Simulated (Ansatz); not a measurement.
# Co: experiment and calculation

**Experimental background.**

A printed reference work, data compilation reports, for a bulk crystal of Co at 293.15 K: lattice constant a 2.5071 Å.

The results are compared with them further down.

All numbers below come from DFT PBE, scalar-relativistic, plane waves, PAW (Ansatz).

Plane waves to 420 eV, a k mesh through Γ of 21×21×6 on the computed 4-atom cell and Gaussian smearing (0.10 eV); collinear spin from starting moments 1.88 1.9 1.88 1.9 μB.

Relaxed structure, symmetry kept:

```cif
data_structure
_symmetry_space_group_name_H-M 'P6_3/mmc'
_symmetry_Int_Tables_number 194
_cell_length_a 2.4941
_cell_length_b 2.4941
_cell_length_c 8.0880
_cell_angle_alpha 90.000
_cell_angle_beta 90.000
_cell_angle_gamma 120.000
_cell_volume 43.57
loop_
_atom_site_label
_atom_site_type_symbol
_atom_site_symmetry_multiplicity
_atom_site_Wyckoff_symbol
_atom_site_fract_x
_atom_site_fract_y
_atom_site_fract_z
_atom_site_occupancy
Co1 Co 2 a 0.00000 0.00000 0.00000 1
Co2 Co 2 c 0.33333 0.66667 0.25000 1
```

```json
{"Space group": "P6_3/mmc (No. 194)", "Volume per atom": "73.5 bohr³", "Formation energy from the elements' standard states (uncorrected)": "+0.005 eV/atom", "Kohn–Sham band gap": "none (metal)", "Density of states at the Fermi level": "3.49 states/eV per cell", "Löwdin character within 0.5 eV of the Fermi level": "Co 3d 91 %", "Bulk modulus": "211 GPa", "Its pressure derivative": "4.5", "Bader charges (e)": "Co (2 in the cell) -0.01, Co (2 in the cell) 0.01", "Total moment": "6.58 μB per cell", "Site moments (μB; atoms counted from 1 over the whole cell)": "Co (atom 1) 1.71, Co (atom 2) 1.73, Co (atom 3) 1.71, Co (atom 4) 1.73"}
```

Only this magnetic start was tried.

Measured lattice constant a of Co: 2.5071 Å (293.15 K; a printed reference work, data compilation). This calculation gives 2.494 Å (-0.5 %). The calculation is for 0 K without zero-point motion.